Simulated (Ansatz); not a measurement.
# WC (Qusongite) (P-6m2) in Ansatz: further runs, part 2 of 2

Ansatz 0.2.0. Earlier steps stand in the parts before.

**5. Relaxation of cell and atoms, BLYP+D4**

The input, input.yaml:

```yaml
crystal:
  lattice:
    - [2.9065, 0.0, 0.0]
    - [-1.45325, 2.5171028361, 0.0]
    - [0.0, 0.0, 2.8366]
  atoms:
    - { symbol: W, position: [0.0, 0.0, 0.0] }
    - { symbol: C, position: [0.6666666667, 0.3333333333, 0.5] }
hamiltonian:
  xc: blyp
  pseudopotentials: { kind: paw }
  dispersion: d4
kpoints:
  mp_grid: { grid: [10, 10, 9] }
scf:
  occupations: { method: fermi_dirac, width: 0.05 }
output:
  forces: true
  stress: true
relax:
  f_tol: 0.01
  max_steps: 40
  cell: { stress_tol: 0.05 }
```

Potentials or basis: Ansatz PAW.

Run with:

```bash
ansatz run input.yaml --threads 2 --pin off --max-ram 5120MiB --backend cpu --events-out ev --progress --plain --runs-dir out
```

What it wrote:

```text
Warning: RAYON_NUM_THREADS=2 ignored (pool sized by the plan → 2); use --threads N
Engine: ansatz 0.2.0, aarch64-unknown-linux-gnu
Pseudopotentials: kind: paw
Pseudopotential: W, paw, valence charge 14, recommended cutoff 420 eV (normal), W.paw.azcp
Pseudopotential: C, paw, valence charge 4, recommended cutoff 420 eV (normal), C.paw.azcp
Functional definition: BLYP
  parameter beta = 0.0042
  parameter a = 0.04918
  parameter b = 0.132
  parameter c = 0.2533
  parameter d = 0.349
  exchange = b88_x(beta = beta)
  correlation = lyp_c(a = a, b = b, c = c, d = d)
Crystal: 2 atoms, lattice volume = 20.752 Å³
Basis set: ecut = 420 eV, 405 PW (Γ), exchange–correlation on 40×40×40 points (8 copies of the dense FFT grid, shifted against one another)
Bands: 13, of which v1, the nominal top of the filled ones, is band 9 counted from 1 (8 counted from 0)
Symmetry: 12 space group operations
Space group: P-6m2 (ITA 187), of the structure as read, at distance tolerance 2.7e-5 Å
k-points: 70 of 900 (time reversal used)
Non-local potential: W, projectors of the file, l = 0: 3, l = 1: 2, l = 2: 2, l = 3: 1
Non-local potential: C, projectors of the file, l = 0: 2, l = 1: 2, l = 2: 1
PAW form: soft (Blöchl's): semilocal exchange-correlation on the pseudo side does not see the compensation charge
PAW frozen core: W, regenerated for the run's functional, and the local potential with it (the file was generated under x = pbe(κ = 0.804, μ = 0.2195149727645171), c = pbe(β = 0.06672455060314922))
PAW frozen core: C, regenerated for the run's functional, and the local potential with it (the file was generated under x = pbe(κ = 0.804, μ = 0.2195149727645171), c = pbe(β = 0.06672455060314922))
PAW one-centre angular grid: W, 590 points (default); XC on 64 Gauss nodes
PAW one-centre angular grid: C, 110 points (default); XC on 64 Gauss nodes
Initial density: superposition of atomic densities (neutral atoms: chi_scale 0, normalization atom), corrected by the library's trained network
Initial wavefunctions: pseudopotential atomic-orbital guess
Functional: x = b88, c = lyp
[... 60 lines left out ...]
SCF iter   4: F=-10662.640721 eV  HF=-10662.640721 eV  |F-HF|=3.64e-12  |Δ(HF+E_count)|=   1.53e-8  Δρ=1.67e-7  dr2=3.04e-12  ethr=1.61e-12  ⟨swp⟩=2.0  Hψ=1280  notcnv=0
iter 5 did not close the SCF: its close was put off for the readings that it lacked (scf_convergence_deferred on its scf_iter line)
SCF iter   5: F=-10662.640721 eV  HF=-10662.640721 eV  |F-HF|=1.82e-12  |Δ(HF+E_count)|=  1.82e-12  Δρ=5.32e-8  dr2=9.51e-14  ethr=1.00e-12  ⟨swp⟩=1.0  Hψ=910  notcnv=0
iter 6 did not close the SCF: its close was put off for the readings that it lacked (scf_convergence_deferred on its scf_iter line)
SCF iter   6: F=-10662.640721 eV  HF=-10662.640721 eV  |F-HF|=0.00e0  |Δ(HF+E_count)|=  1.82e-12  Δρ=6.41e-9  dr2=8.08e-15  ethr=1.00e-12  ⟨swp⟩=1.0  Hψ=910  notcnv=0
iter 7 did not close the SCF: its close was put off for the readings that it lacked (scf_convergence_deferred on its scf_iter line)
SCF iter   7: F=-10662.640721 eV  HF=-10662.640721 eV  |F-HF|=7.28e-12  |Δ(HF+E_count)|=    0.00e0  Δρ=1.19e-9  dr2=1.48e-16  ethr=1.00e-12  ⟨swp⟩=1.0  Hψ=910  notcnv=0
SCF iter   8: F=-10662.640721 eV  HF=-10662.640721 eV  |F-HF|=0.00e0  |Δ(HF+E_count)|=  3.64e-12  Δρ=3.77e-10  dr2=2.40e-17  ethr=1.00e-12  ⟨swp⟩=2.6  Hψ=2591  notcnv=0
SCF 5 converged in 8 iterations: F = -10662.640721 eV  dr2 = 2.40e-17
relax step   5: F+E_penalty+E_count = -10662.64072097 eV  Δ(F+E_penalty+E_count) = -4.883e-4 eV  max|allowed force component| = 1.110e-16 eV/Å  Δτ_max = 0.0000 Å  P = +0.030 GPa  Ω = 20.981 Å³  stress off target by 3.38e-2 GPa  SCF on the basis re-selected at this cell (its energy is not comparable with the rows above)  (8 SCF iters)
basis re-selected at this cell: Δ(F+E_penalty+E_count) = -4.883e-4 eV, ΔP = +0.028 GPa vs the last step (what re-selecting the basis moved, of the pressure what is left beyond the Pulay correction that the steps carried, after the strain that the cell walked since its last selection, with what the two solves' SCF thresholds leave and, on support functions, any second-order correction that the steps lacked; it is no measure of the basis error at this ecutwfc). This SCF's stress stands 3.38e-2 GPa from its target on what of the cell is left free (relax.cell.stress_tol is 5.00e-2 GPa) and its largest allowed force component is 1.11e-16 eV/Å (relax.f_tol is 1.00e-2 eV/Å): within both
SCF converged after 8 iterations
Free energy (F): -10662.640721 eV
Harris-Foulkes:  -10662.640721 eV  (|F-HF|=0.00e0)
Internal energy: -10662.638604 eV  (E = F + TS)
E sigma→0 (E₀):  -10662.639662 eV
Entropy (-TS):   -0.002117 eV (-1.059 meV/atom)
Fermi energy:    20.788854 eV
--- Per-component energies (eV) ---
  E_band       = -54.315070
  E_kinetic    = 543.246361
  E_local      = -677.539095  (includes V_loc(G=0)·N_el)
  E_nonlocal   = 26.566841
  E_hartree    = 239.270027
  E_xc         = -311.573408
  E_vxc        = -293.934588  (∫ρ·V_xc dr)
  E_paw        = -8691.316457  (= ΣΔE_a)
  E_vpaw       = -131.194593  (= ΣTr[D̂ρ^β])
  E_aug_tail   = -0.000049  (compensation charges beyond the density's cutoff)
  E_ewald      = -1789.636613
  E_disp       = -1.847871  (pairwise vdW)
  E_core_change = 0.191661  (= ΣΔE_core)
  E_smearing   = -0.002117  (= −TS)
  E_closure    = 0.000000  (closes the sum)
  Σ components = -10662.640721   (vs F -10662.640721, Δ=0.00e0)
--- Forces (eV/Å), atoms counted from 1 ---
  atom   1  W     -0.00000000     0.00000000     0.00000000
  atom   2  C     -0.00000000     0.00000000     0.00000000
  max |Σ_I F_I| component: 2.22e-16 eV/Å
--- Stress (GPa, compression-positive) ---
        0.033829      -0.000000      -0.000000
        0.000000       0.033829      -0.000000
       -0.000000      -0.000000       0.021381
  P = ⅓ Tr σ = 0.0297 GPa (0.297 kbar)
--- Relaxed structure (4 steps of the walk, 4 accepted, 1 SCFs on fresh bases) ---
  F+E_penalty+E_count = -10662.64072097 eV   max|allowed force component| = 1.110e-16 eV/Å   (the final SCF, on the basis selected at the relaxed cell)
  cell:  # Å, volume = 20.9814 Å³
    - [2.9193048597955267, 1.421625017175125e-18, -3.734471242000842e-34]
    - [-1.4596524298977633, 2.528192169974295, -1.9549380652338505e-34]
    - [-3.6446589110815326e-34, -4.307324167641811e-34, 2.8427904794062644]
  atoms:
    - { symbol: W, position: [-3.700743415524894e-17, 3.98509150407226e-37, 5.934729841099874e-67] }
    - { symbol: C, position: [0.6666666666666666, 0.3333333333333333, 0.5] }
```

Run time: 4.8 s. Hardware: 2 threads of Arm Neoverse V2, shared host; peak memory 0.3 GiB.

What came out:

```
Free energy                            : -10662.6407 eV
Relaxed volume                         : 10.49 Å³/atom
Relaxed cell                           : a = 2.919 Å, b = 2.919 Å, c = 2.843 Å, α = 90.00°, β = 90.00°, γ = 120.00°
Space group after relaxing (to 0.05 Å) : P-6m2 (No. 187)
Energy gained by relaxing              : 1.5 meV/atom
Ionic steps                            : 5
Pressure after relaxing                : 0.0 GPa
```

The path:
```csv
step,energy change (eV),largest force (eV/Å),volume (Å³)
1,0.0000,0.0000,20.75
2,0.0007,0.0000,21.13
3,-0.0026,0.0000,20.98
4,-0.0026,0.0000,20.98
5,-0.0031,0.0000,20.98
```

Final structure:
```xyz
2
Lattice="2.9193 0.0000 0.0000 -1.4597 2.5282 0.0000 0.0000 0.0000 2.8428" Properties=species:S:1:pos:R:3 pbc="T T T"
W     0.0000    0.0000    0.0000
C     1.4597    0.8427    1.4214
```

Caveat: the plane-wave basis is chosen anew once the cell has moved, so the energies of steps on either side of that aren't comparable; the pressure holds a Pulay correction of +0.3 GPa for the finite cutoff; the PAW data sets come from PBE, with cores solved anew for the run's functional, which leaves a small shift of forces and pressure. The run has no spin-orbit coupling, so splittings on W are missing.

**6. Summary**

```tsv
level	U	hubbard projectors	double counting	pressure (GPa)	relaxed volume (Å³/atom)
PBE	-	-	-	0.0	10.52
PBEsol+D4	-	-	-	0.0	10.19
PBEsol+U	W d U = 3.5 eV	ortho-atomic (the default)	fll (the default)	0.0	10.30
BLYP+D4	-	-	-	0.0	10.49
```

Alike in all rows: task relaxation of cell and atoms; potentials or basis Ansatz PAW; no spin polarisation; cell relaxed; k mesh 10 × 10 × 9; cutoff (eV) 420; smearing fermi-dirac 0.05 eV.

Caveats: the plane-wave basis is chosen anew once the cell has moved, so the energies of steps on either side of that aren't comparable; the PAW data sets come from PBE, with cores solved anew for the run's functional, which leaves a small shift of forces and pressure (some runs); the U is typed as a test and isn't derived for this compound (some runs).

Absolute energies hang on the potentials; compare differences alone.
